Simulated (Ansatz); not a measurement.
A single-point run of Ansatz (plane waves, PAW) on ZnO built on the wurtzite prototype, with the lines that name the functional removed. The cell was relaxed with r2SCAN and then strained (isotropic +2.0 % on every length), with the atoms relaxed again with r2SCAN; k points keep the names of the unstrained zone.

```yaml
crystal:
  lattice:
    - [3.30005, 0.00000, 0.00000]
    - [-1.65002, 2.85793, 0.00000]
    - [0.00000, 0.00000, 5.31517]
  atoms:
    - { symbol: Zn, position: [0.33333, 0.66667, 0.99765] }
    - { symbol: Zn, position: [0.66667, 0.33333, 0.49765] }
    - { symbol: O, position: [0.33333, 0.66667, 0.37735] }
    - { symbol: O, position: [0.66667, 0.33333, 0.87735] }
```

```
Crystal: 4 atoms, lattice volume = 50.129 Å³
Basis set: ecut = 420 eV, 989 PW (Γ)
Bands: 23, of which v1, the nominal top of the filled ones, is band 18 counted from 1 (17 counted from 0)
Symmetry: 12 space group operations
Space group: P63mc (ITA 186)
k-points: 21 of 144 (time reversal used)
hybrid outer 1: dexx = +2.552e-2 eV, tail = 9.25e-5 eV
hybrid outer 2: dexx = +1.524e-6 eV, tail = 4.06e-8 eV, Δε = 5.03e-3 eV, ΔF = 8.94e-4 eV/Å
NSCF: frozen V_eff on 6 k-points
hybrid SCF converged: 2 outer / 12 inner (+3 warm-up)
Free energy (F): -7773.366462 eV
Fermi energy:    5.219878 eV
--- Per-component energies (eV) ---
  E_band       = -29.363020
  E_kinetic    = 610.351618
  E_local      = -4102.042720
  E_nonlocal   = 1341.462671
  E_hartree    = 1694.225178
  E_xc         = -333.131169
  E_vxc        = -229.466818
  E_exx        = -122.398970
  E_paw        = -3951.041298
  E_vpaw       = -793.328053
  E_ewald      = -2912.023805
  E_core_change = 1.228014
--- Forces (eV/Å), atoms counted from 1 ---
  atom   1  Zn      0.00000      0.00000    -0.00719
  atom   2  Zn      0.00000      0.00000    -0.00719
  atom   3  O       0.00000      0.00000      0.00714
  atom   4  O       0.00000      0.00000      0.00714
--- Stress (GPa, compression-positive) ---
       -6.264018       0.000000       0.000000
        0.000000      -6.264018       0.000000
        0.000000       0.000000      -6.338770
  P = ⅓ Tr σ = -6.2889 GPa (-62.889 kbar)
--- Band table (eV; the first three rows and the last of 21) ---
  k-point 0: bands = […, 0.3641, 4.4406, 4.4406, 5.1635, 5.2199, 5.2199, 7.6160, 12.2332, 15.2989, 19.9735, …]
  k-point 1: bands = […, 1.3214, 4.2564, 4.5567, 4.5567, 5.1077, 5.1077, 8.6494, 11.6828, 15.7700, 19.3705, …]
  k-point 2: bands = […, 2.7838, 2.7838, 4.8341, 4.8341, 4.8341, 4.8341, 10.3146, 10.3146, 17.1631, 17.1631, …]
  k-point 20: bands = […, 1.2274, 1.2274, 2.4685, 2.4685, 4.0395, 4.0395, 14.9720, 14.9720, 15.0000, 15.0000, …]
```

bands.tsv, columns around the gap (it counts bands from 0):
```tsv
# k_distance	band_13	band_14	band_15	band_16	band_17	band_18	band_19	band_20	band_21
# fermi_ev = 5.219878
# [0, 0, 0] at k_distance = 0.000000
# [0.5, 0, 0] at k_distance = 1.099256
# [0.3333333333, 0.3333333333, 0] at k_distance = 1.733912
# [0, 0, 0.5] at k_distance = 3.134093
# [0.5, 0, 0.5] at k_distance = 4.233350
# [0.3333333333, 0.3333333333, 0.5] at k_distance = 4.868006
# levels_relative_to = fermi_ev
0.000	-0.779	-0.779	-0.056	0.000	0.000	2.396	7.013	10.079	14.754
1.099	-3.581	-2.853	-2.177	-1.297	-0.807	7.552	8.596	9.314	10.444
1.734	-3.698	-3.698	-1.946	-1.946	-1.735	9.374	9.583	9.583	9.914
3.134	-2.436	-0.386	-0.386	-0.386	-0.386	5.095	5.095	11.943	11.943
4.233	-4.197	-1.471	-1.471	-1.345	-1.345	7.433	7.433	10.368	10.368
4.868	-3.992	-2.751	-2.751	-1.180	-1.180	9.752	9.752	9.780	9.780
```
In order the rows are Γ, M, K, A, L, H.

Q: Which functional gave these numbers?
A. PBE
B. r2SCAN0
C. HSE06
D. r2SCANh

A: C. HSE06. The exchange loop and the term E_exx show exact exchange. The HSE06 gap is direct at Γ: 2.40 eV. Among hybrids the size of the gap and of E_exx follows the share and range of exact exchange. The stress of a hybrid is loosely converged here. Within one family of functionals the choice rests on the size of the gap and stress, not on a line of the log.

Wall time 49 s on 1 × NVIDIA H100 80GB HBM3 with 2 threads of AMD EPYC 7R13 Processor (Zen 3), on a shared host, load about 1.6 per core; peak host memory 2.3 GiB.

The values are computed, spin-unpolarised, and not measurements.

The meshes of the hybrids are coarse, so their gaps aren't converged to the digits shown.
